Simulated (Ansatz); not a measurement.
# HfO2: random displacements

Theory: Ansatz, DFT PBE, scalar-relativistic, plane waves, PAW. Settings: plane waves to 420 eV, k-mesh 6×6×6 (Γ-centred), Gaussian smearing 0.05 eV. Spin–orbit coupling is left out, which matters for the heavy elements here. No spin polarisation. Energies are free energies at this smearing, counted from the undisturbed cell; pressure is positive in compression.

The undisturbed cell (relaxed at this level; this fluorite-type form isn't the usual structure):

```
Hf O
1.0
     5.09761    0.00000    0.00000
     0.00000   -5.09761    0.00000
     0.00000    0.00000   -5.09761
Hf O
4 8
Cartesian
  0.0000 0.0000 0.0000
  2.5488 -2.5488 0.0000
  2.5488 0.0000 -2.5488
  0.0000 -2.5488 -2.5488
  1.2744 -1.2744 -1.2744
  3.8232 -3.8232 -1.2744
  3.8232 -1.2744 -3.8232
  1.2744 -3.8232 -3.8232
  3.8232 -3.8232 -3.8232
  1.2744 -1.2744 -3.8232
  1.2744 -3.8232 -1.2744
  3.8232 -1.2744 -1.2744
```

The atoms are displaced (Å, in the unstrained cell):

```
atom ux uy uz
 Hf1  -0.041  -0.123  -0.060
 Hf2  -0.120  -0.080  -0.083
 Hf3  -0.005   0.208  -0.155
 Hf4  -0.050   0.053  -0.093
  O5   0.214  -0.094  -0.061
  O6  -0.151   0.131   0.233
  O7   0.158  -0.070  -0.022
  O8   0.115  -0.159   0.160
  O9  -0.163  -0.164   0.151
 O10   0.097   0.000   0.076
 O11   0.110   0.111   0.036
 O12  -0.165   0.187  -0.183
```

Strain (Voigt, engineering shear): (-0.0195, -0.0398, -0.0124, 0.0332, 0.0157, -0.0576).

Task: What are the energy change, the stress and the forces?

Result: ΔE = 684.4 meV/atom; stress (xx, yy, zz, yz, xz, xy; compression positive) (53.83, 51.10, 40.33, -18.62, -2.41, 6.32) GPa; gap on the mesh 2.89 eV.
| atom | Fx (eV/Å) | Fy | Fz |
| --- | --- | --- | --- |
| Hf1 | 0.84 | 0.29 | -1.85 |
| Hf2 | 1.20 | 4.00 | 3.18 |
| Hf3 | -4.55 | -11.95 | 14.30 |
| Hf4 | 1.23 | 0.02 | 2.86 |
| O5 | -5.87 | 1.79 | 1.41 |
| O6 | 5.07 | -1.67 | -1.82 |
| O7 | -1.44 | -0.52 | -1.47 |
| O8 | -9.72 | 6.46 | -6.19 |
| O9 | 13.16 | 8.47 | -8.63 |
| O10 | -0.52 | -1.22 | -2.13 |
| O11 | -4.81 | -4.20 | -1.78 |
| O12 | 5.40 | -1.46 | 2.14 |

Cost: 1 run of about 5.5 core-minutes, on Intel Xeon Processor @ 2.50GHz (Skylake/Cascade Lake) (shared hosts).